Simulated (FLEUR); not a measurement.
# Al2Pt (Fm-3m) in FLEUR: notebook, part 2 of 2

FLEUR MaX-R8.1 (later development tree).

## Step 3: Density of states, PBE

Changes to inp.xml since step 2:

```diff
@@ -9,3 +9,3 @@
       <coreElectrons ctail="T" frcor="F" kcrel="0" coretail_lmax="0"/>
-      <xcFunctional name="vwn" relativisticCorrections="F"/>
+      <xcFunctional name="pbe" relativisticCorrections="F"/>
       <magnetism jspins="1"/>
```

Input file crystal.txt:

```
Al2Pt
&input cartesian=F /
0.0000000000  2.9550000000  2.9550000000
2.9550000000  0.0000000000  2.9550000000
2.9550000000  2.9550000000  0.0000000000
1.8897261246
1.0 1.0 1.0

3
78 0.0000000000  0.0000000000  0.0000000000
13 0.7500000000  0.7500000000  0.7500000000
13 0.2500000000  0.2500000000  0.2500000000

&kpt div1=8 div2=8 div3=8 gamma=T /
```

Changes to inp.xml (dos) since step 2:

```diff
@@ -9,3 +9,3 @@
       <coreElectrons ctail="T" frcor="F" kcrel="0" coretail_lmax="0"/>
-      <xcFunctional name="vwn" relativisticCorrections="F"/>
+      <xcFunctional name="pbe" relativisticCorrections="F"/>
       <magnetism jspins="1"/>
```

Potentials or basis: all-electron, FLAPW.

The run is started by

```
$ inpgen -f crystal.txt -profile fastHighL
$ # inp.xml edited to the form shown
$ fleur_MPI
$ fleur_MPI   # second run, on inp.xml (dos)
```

Wall time 3.1 min (1 thread of Arm Neoverse V2, shared host); peak memory 0.1 GiB.

The run converged. Its results:

- Free energy: -515178.8147 eV
- Band gap on the k mesh: none (metal or under the smearing width)
- Valence electrons inside the program's atomic spheres: Pt 16.69; Al 8.58 (radii Pt 2.48, Al 1.8 bohr)

Levels at points of the mesh, in eV from the Fermi level:
| k point | band 16 | band 17 | band 18 | band 19 | band 20 | band 21 | band 22 | band 23 | band 24 | band 25 |
| --- | --- | --- | --- | --- | --- | --- | --- | --- | --- | --- |
| (0.00, 0.00, 0.00) | -5.03 | -3.67 | -3.67 | 2.98 | 3.86 | 3.86 | 3.86 | 5.44 | 5.44 | 5.44 |
| (0.00, 0.00, 0.50) | -4.71 | -3.68 | -3.45 | -3.45 | 1.05 | 1.05 | 3.80 | 5.18 | 5.18 | 5.41 |
| (0.00, 0.50, 0.50) | -3.76 | -3.76 | -3.39 | -3.17 | -1.58 | -1.58 | 3.18 | 3.41 | 8.09 | 10.79 |

States per cell in windows of 1 eV (zero at the Fermi level; states under -8 eV left out):
```
from (eV)  total  MT:1d   INT  MT:1p  MT:1s  MT:2p  MT:2s
     -8.0   0.70   0.06  0.42   0.01   0.11   0.01   0.04
     -7.0   0.89   0.21  0.48   0.03   0.05   0.01   0.05
     -6.0   2.34   0.99  1.02   0.05   0.03   0.03   0.09
     -5.0   3.73   2.37  1.09   0.02   0.08   0.07   0.01
     -4.0   4.17   3.02  0.90   0.03   0.10   0.03   0.01
     -3.0   1.10   0.45  0.43   0.06   0.07   0.02   0.02
     -2.0   0.94   0.22  0.49   0.09   0.04   0.03   0.01
     -1.0   1.22   0.27  0.65   0.14   0.02   0.05   0.01
      0.0   1.09   0.15  0.63   0.14   0.02   0.05   0.01
      1.0   0.57   0.07  0.33   0.08   0.01   0.03   0.01
      2.0   0.30   0.03  0.17   0.05   0.01   0.01   0.01
```

Core levels (eV from the Fermi level):
```csv
atom,levels
1 Pt,"1s1/2 -78312.8, 2s1/2 -13744.6, 2p1/2 -13171.3, 2p3/2 -11442.0, 3s1/2 -3226.3, 3p1/2 -2969.4, 3p3/2 -2589.3, 4s1/2 -691.3, 3d3/2 -2162.4, 3d5/2 -2080.5, 4p1/2 -582.4, 4p3/2 -491.9, 4d3/2 -313.7, 4d5/2 -296.9, 4f5/2 -69.3, 4f7/2 -65.9"
2 Al,1s1/2 -1505.9
3 Al,1s1/2 -1505.9
```

Spin-orbit coupling is left out, which matters for the levels of Pt.

## Step 4: Density of states, PBEsol

Changes to inp.xml since step 3:

```diff
@@ -9,3 +9,3 @@
       <coreElectrons ctail="T" frcor="F" kcrel="0" coretail_lmax="0"/>
-      <xcFunctional name="pbe" relativisticCorrections="F"/>
+      <xcFunctional name="PBEs" relativisticCorrections="F"/>
       <magnetism jspins="1"/>
```

crystal.txt is that of step 3.

Changes to inp.xml (dos) since step 3:

```diff
@@ -9,3 +9,3 @@
       <coreElectrons ctail="T" frcor="F" kcrel="0" coretail_lmax="0"/>
-      <xcFunctional name="pbe" relativisticCorrections="F"/>
+      <xcFunctional name="PBEs" relativisticCorrections="F"/>
       <magnetism jspins="1"/>
```

The run is started by

```
$ inpgen -f crystal.txt -profile fastHighL
$ # inp.xml edited to the form shown
$ fleur_MPI
$ fleur_MPI   # second run, on inp.xml (dos)
```

It took 3.2 min on 1 thread of Arm Neoverse V2, shared host; peak memory 0.1 GiB.

The run converged. Its results:

| Property | Result |
| --- | --- |
| Free energy | -515012.8840 eV |
| Band gap on the k mesh | none (metal or under the smearing width) |
| Valence electrons inside the program's atomic spheres | Pt 16.70; Al 8.58 (radii Pt 2.48, Al 1.8 bohr) |

Levels at points of the mesh, in eV from the Fermi level:
| k point | band 16 | band 17 | band 18 | band 19 | band 20 | band 21 | band 22 | band 23 | band 24 | band 25 |
| --- | --- | --- | --- | --- | --- | --- | --- | --- | --- | --- |
| (0.00, 0.00, 0.00) | -5.03 | -3.67 | -3.67 | 3.00 | 3.84 | 3.84 | 3.84 | 5.46 | 5.46 | 5.46 |
| (0.00, 0.00, 0.50) | -4.71 | -3.69 | -3.45 | -3.45 | 1.05 | 1.05 | 3.76 | 5.19 | 5.19 | 5.41 |
| (0.00, 0.50, 0.50) | -3.76 | -3.76 | -3.40 | -3.17 | -1.57 | -1.57 | 3.20 | 3.36 | 8.11 | 10.79 |

States per cell in windows of 1 eV (zero at the Fermi level; states under -8 eV left out):
```csv
from (eV),total,MT:1d,INT,MT:1p,MT:1s,MT:2p,MT:2s
-8.0,0.70,0.06,0.42,0.01,0.11,0.01,0.04
-7.0,0.88,0.21,0.47,0.03,0.05,0.01,0.05
-6.0,2.38,1.01,1.04,0.05,0.03,0.03,0.09
-5.0,3.74,2.38,1.09,0.02,0.08,0.07,0.01
-4.0,4.13,2.99,0.90,0.03,0.10,0.03,0.01
-3.0,0.98,0.42,0.37,0.05,0.06,0.02,0.01
-2.0,1.06,0.26,0.55,0.10,0.04,0.04,0.01
-1.0,1.22,0.27,0.65,0.14,0.02,0.05,0.01
0.0,1.03,0.15,0.60,0.14,0.02,0.05,0.01
1.0,0.63,0.07,0.37,0.09,0.01,0.03,0.01
2.0,0.30,0.03,0.17,0.05,0.01,0.01,0.00
```

Core levels (eV from the Fermi level):
| atom | levels |
| --- | --- |
| 1 Pt | 1s1/2 -78285.0, 2s1/2 -13740.2, 2p1/2 -13168.5, 2p3/2 -11440.2, 3s1/2 -3225.1, 3p1/2 -2968.7, 3p3/2 -2588.8, 4s1/2 -690.7, 3d3/2 -2162.2, 3d5/2 -2080.3, 4p1/2 -582.0, 4p3/2 -491.4, 4d3/2 -313.5, 4d5/2 -296.7, 4f5/2 -69.3, 4f7/2 -65.9 |
| 2 Al | 1s1/2 -1502.5 |
| 3 Al | 1s1/2 -1502.5 |

The run has no spin-orbit coupling, so splittings on Pt are missing.

## Step 5: Density of states, RPBE

Changes to inp.xml since step 4:

```diff
@@ -9,3 +9,3 @@
       <coreElectrons ctail="T" frcor="F" kcrel="0" coretail_lmax="0"/>
-      <xcFunctional name="PBEs" relativisticCorrections="F"/>
+      <xcFunctional name="Rpbe" relativisticCorrections="F"/>
       <magnetism jspins="1"/>
```

crystal.txt is that of step 4.

Changes to inp.xml (dos) since step 4:

```diff
@@ -9,3 +9,3 @@
       <coreElectrons ctail="T" frcor="F" kcrel="0" coretail_lmax="0"/>
-      <xcFunctional name="PBEs" relativisticCorrections="F"/>
+      <xcFunctional name="Rpbe" relativisticCorrections="F"/>
       <magnetism jspins="1"/>
```

Potentials or basis: all-electron, FLAPW.

The run is started by

```
$ inpgen -f crystal.txt -profile fastHighL
$ # inp.xml edited to the form shown
$ fleur_MPI
$ fleur_MPI   # second run, on inp.xml (dos)
```

The program printed:

```text
Welcome to FLEUR        (www.flapw.de)
      MaX-Release 8.1          (www.max-centre.eu)

 ========== k-point set info ==========
 Selected k-point list: default-1
 k-point list type: mesh
 8 x 8 x 8
 Number of k points: 29

 ------------Calculation Setup---------------------------
 Number of MPI-tasks      :            1
 Number of PE/node        :            1
 Number of OMP-threads    :            1
 Most efficient MPI parallelization for:
           1          29
 Additional eigenvalue parallelization possible
 Number of basis functions:         1065
 Approximate size of matrices (H+S) per k-point:         0.017 GB
 --------------------------------------------------------
 Iteration:     1   Distance:      13.74715993 me/bohr^3
 Iteration:     2   Distance:      11.70071605 me/bohr^3
 Iteration:     3   Distance:       5.17969700 me/bohr^3
 Iteration:     4   Distance:       2.68809200 me/bohr^3
 Iteration:     5   Distance:       1.11718967 me/bohr^3
 Iteration:     6   Distance:       0.20047250 me/bohr^3
 Iteration:     7   Distance:       0.21771797 me/bohr^3
 Iteration:     8   Distance:       0.09788335 me/bohr^3
 Iteration:     9   Distance:       0.08138321 me/bohr^3
 Iteration:    10   Distance:       0.01823764 me/bohr^3
 Iteration:    11   Distance:       0.00199841 me/bohr^3
 Iteration:    12   Distance:       0.00460288 me/bohr^3
 Iteration:    13   Distance:       0.00051070 me/bohr^3
 Iteration:    14   Distance:       0.00010438 me/bohr^3
 Iteration:    15   Distance:       0.00014767 me/bohr^3
 Iteration:    16   Distance:       0.00011853 me/bohr^3
 Iteration:    17   Distance:       0.00004462 me/bohr^3
 Iteration:    18   Distance:       0.00002244 me/bohr^3
 Iteration:    19   Distance:       0.00000909 me/bohr^3

 ********************************************************************
 Run finished successfully
 Stop message:
   all done
 ********************************************************************
```

Wall time 3.6 min (1 thread of Arm Neoverse V2, shared host); peak memory 0.1 GiB.

Results:

* Free energy: -515198.4260 eV
* Band gap on the k mesh: none (metal or under the smearing width)
* Valence electrons inside the program's atomic spheres: Pt 16.69; Al 8.56 (radii Pt 2.48, Al 1.8 bohr)

States per cell in windows of 0.5 eV (zero at the Fermi level; states under -8 eV left out):
```tsv
from (eV)	total	MT:1d	INT	MT:1p	MT:1s	MT:2p	MT:2s
-8.0	0.35	0.02	0.22	0.01	0.06	0.00	0.02
-7.5	0.38	0.04	0.22	0.01	0.06	0.00	0.02
-7.0	0.33	0.04	0.19	0.01	0.04	0.00	0.02
-6.5	0.42	0.12	0.22	0.01	0.01	0.00	0.02
-6.0	1.55	0.57	0.73	0.05	0.01	0.01	0.08
-5.5	0.85	0.42	0.34	0.01	0.02	0.02	0.01
-5.0	1.98	1.23	0.63	0.01	0.01	0.04	0.00
-4.5	1.71	1.09	0.48	0.01	0.06	0.03	0.00
-4.0	2.78	2.01	0.62	0.02	0.07	0.02	0.00
-3.5	1.46	1.07	0.31	0.02	0.03	0.01	0.00
-3.0	0.64	0.31	0.22	0.03	0.04	0.01	0.01
-2.5	0.47	0.16	0.20	0.03	0.03	0.01	0.01
-2.0	0.38	0.10	0.19	0.03	0.02	0.01	0.01
-1.5	0.57	0.12	0.31	0.06	0.02	0.02	0.01
-1.0	0.66	0.17	0.34	0.07	0.01	0.03	0.01
-0.5	0.54	0.10	0.30	0.06	0.01	0.02	0.00
0.0	0.65	0.10	0.37	0.08	0.01	0.03	0.01
0.5	0.47	0.06	0.28	0.07	0.01	0.02	0.00
1.0	0.38	0.04	0.23	0.06	0.00	0.02	0.00
1.5	0.19	0.02	0.11	0.03	0.00	0.01	0.00
2.0	0.27	0.02	0.16	0.05	0.00	0.01	0.00
2.5	0.03	0.00	0.02	0.00	0.00	0.00	0.00
```

Core levels (eV from the Fermi level):
| atom | levels |
| --- | --- |
| 1 Pt | 1s1/2 -78313.7, 2s1/2 -13744.6, 2p1/2 -13168.7, 2p3/2 -11440.0, 3s1/2 -3226.2, 3p1/2 -2968.7, 3p3/2 -2588.6, 4s1/2 -691.7, 3d3/2 -2161.8, 3d5/2 -2079.9, 4p1/2 -582.5, 4p3/2 -492.0, 4d3/2 -313.7, 4d5/2 -296.8, 4f5/2 -69.1, 4f7/2 -65.7 |
| 2 Al | 1s1/2 -1505.8 |
| 3 Al | 1s1/2 -1505.8 |

Spin-orbit coupling is left out, which matters for the levels of Pt.

## Step 6: Density of states, AM05

Changes to inp.xml since step 5:

```diff
@@ -9,3 +9,5 @@
       <coreElectrons ctail="T" frcor="F" kcrel="0" coretail_lmax="0"/>
-      <xcFunctional name="Rpbe" relativisticCorrections="F"/>
+      <xcFunctional name="LibXC" relativisticCorrections="F">
+         <LibXCName exchange="gga_x_am05" correlation="gga_c_am05"/>
+      </xcFunctional>
       <magnetism jspins="1"/>
```

crystal.txt is that of step 5.

Changes to inp.xml (dos) since step 5:

```diff
@@ -9,3 +9,5 @@
       <coreElectrons ctail="T" frcor="F" kcrel="0" coretail_lmax="0"/>
-      <xcFunctional name="Rpbe" relativisticCorrections="F"/>
+      <xcFunctional name="LibXC" relativisticCorrections="F">
+         <LibXCName exchange="gga_x_am05" correlation="gga_c_am05"/>
+      </xcFunctional>
       <magnetism jspins="1"/>
```

Potentials or basis: all-electron, FLAPW.

The run is started by

```
$ inpgen -f crystal.txt -profile fastHighL
$ # inp.xml edited to the form shown
$ fleur_MPI
$ fleur_MPI   # second run, on inp.xml (dos)
```

It took 3.2 min on 1 thread of Arm Neoverse V2, shared host; peak memory 0.1 GiB.

It converged, with:

```yaml
Free_energy: -514865.5253 eV
Band_gap_on_the_k_mesh: none (metal or under the smearing width)
Valence_electrons_inside_the_program's_atomic_spheres: Pt 16.70; Al 8.57 (radii Pt 2.48, Al 1.8 bohr)
```

Levels at points of the mesh, in eV from the Fermi level:
```csv
k point,band 17,band 18,band 19,band 20,band 21,band 22,band 23,band 24
"(0.00, 0.00, 0.00)",-3.67,-3.67,3.06,3.84,3.84,3.84,5.43,5.43
"(0.00, 0.00, 0.50)",-3.68,-3.45,-3.45,1.05,1.05,3.79,5.17,5.17
"(0.00, 0.50, 0.50)",-3.76,-3.39,-3.18,-1.58,-1.58,3.20,3.37,8.09
```

States per cell in windows of 1 eV (zero at the Fermi level; states under -8 eV left out):
```tsv
from (eV)	total	MT:1d	INT	MT:1p	MT:1s	MT:2p	MT:2s
-8.0	0.72	0.06	0.43	0.01	0.11	0.01	0.04
-7.0	0.80	0.18	0.43	0.02	0.05	0.01	0.05
-6.0	2.41	1.00	1.06	0.06	0.03	0.03	0.10
-5.0	3.71	2.35	1.09	0.02	0.08	0.07	0.01
-4.0	4.19	3.04	0.91	0.03	0.10	0.03	0.01
-3.0	1.10	0.46	0.43	0.06	0.07	0.02	0.02
-2.0	0.96	0.23	0.50	0.09	0.04	0.03	0.01
-1.0	1.20	0.27	0.64	0.13	0.02	0.05	0.01
0.0	1.12	0.16	0.65	0.15	0.02	0.05	0.01
1.0	0.58	0.07	0.34	0.08	0.01	0.03	0.01
2.0	0.30	0.03	0.17	0.05	0.01	0.01	0.00
```

Core levels (eV from the Fermi level):
| atom | levels |
| --- | --- |
| 1 Pt | 1s1/2 -78253.3, 2s1/2 -13735.8, 2p1/2 -13165.6, 2p3/2 -11438.5, 3s1/2 -3223.8, 3p1/2 -2968.0, 3p3/2 -2588.4, 4s1/2 -690.1, 3d3/2 -2162.3, 3d5/2 -2080.4, 4p1/2 -581.6, 4p3/2 -491.0, 4d3/2 -313.4, 4d5/2 -296.6, 4f5/2 -69.4, 4f7/2 -66.0 |
| 2 Al | 1s1/2 -1499.6 |
| 3 Al | 1s1/2 -1499.6 |

## Step 7: Overview

| level | gap on the mesh (eV) |
| --- | --- |
| LDA | none |
| PBE | none |
| PBEsol | none |
| RPBE | none |
| AM05 | none |

Alike in all rows: task density of states; potentials or basis all-electron, FLAPW; no spin polarisation; cell as given; k mesh 8 × 8 × 8; smearing fermi-dirac 0.05 eV; kmax 5.44 1/bohr.

Every run on the cell as given and a fine mesh finds a metal.

Compare energies only between runs with the same functional and basis.
